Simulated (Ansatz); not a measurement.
Crystal: KBr.

```
Br K
1.0
     0.00000    3.30000    3.30000
     3.30000    0.00000    3.30000
     3.30000    3.30000    0.00000
Br K
1 1
Direct
  0.50000 0.50000 0.50000
  0.00000 0.00000 0.00000
```

Base run:

* Program: Ansatz 0.2.0
* Functional: HSE06 form with a typed share of exact exchange
* Potentials or basis: Ansatz PAW
* Cutoff: 420 eV (not typed: the program's choice for these potentials)
* k mesh: 4 × 4 × 4
* Occupations: fermi-dirac, width 0.05 eV
* Spin: no spin polarisation

Its results: band gap on the k mesh 4.90 eV, direct; pressure 0.6 GPa.

Problem. The run is repeated on the same cell with these changes: share of exact exchange from 0.1 to 0.3. What comes out?

Solution. Band gap on the k mesh 5.87 eV, direct; pressure 0.4 GPa.

Caveats: the PAW data sets come from PBE, with cores solved anew for the run's functional, which leaves a small shift of forces and pressure; the thresholds are loose for stress.

